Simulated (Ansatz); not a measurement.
The system is HgTe (Coloradoite).

```
Hg Te
1.0
     0.00000    3.21450    3.21450
     3.21450    0.00000    3.21450
     3.21450    3.21450    0.00000
Hg Te
1 1
Direct
  0.00000 0.00000 0.00000
  0.75000 0.75000 0.75000
```

```yaml
Program: Ansatz 0.2.0
Task: relaxation of cell and atoms
Functional: PBE
Dispersion: D4
Potentials_or_basis: Ansatz PAW
Cutoff: "420 eV (not typed: the program's choice for these potentials)"
k_mesh: 7 × 7 × 7
Occupations: fermi-dirac, width 0.05 eV
Spin: no spin polarisation
```

At the start: volume 33.22 Å³/atom.

How do energy, volume and symmetry change on relaxing?

It ends after 5 steps and the volume is 35.04 Å³/atom (+5.5 %); space group F-43m (No. 216, to 0.05 Å).

The path:
| step | energy change (eV) | largest force (eV/Å) | volume (Å³) |
| --- | --- | --- | --- |
| 1 | 0.0000 | 0.0000 | 66.43 |
| 2 | -0.0166 | 0.0000 | 72.33 |
| 3 | -0.0254 | 0.0000 | 70.31 |
| 4 | -0.0255 | 0.0000 | 70.08 |
| 5 | -0.0262 | 0.0000 | 70.08 |

Final structure:
```
Hg Te
1.0
     0.00000    3.27231    3.27231
     3.27231    0.00000    3.27231
     3.27231    3.27231    0.00000
Hg Te
1 1
Direct
  0.00000 0.00000 0.00000
  0.75000 0.75000 0.75000
```

Caveat: the plane-wave basis is chosen anew once the cell has moved, so the energies of steps on either side of that aren't comparable.
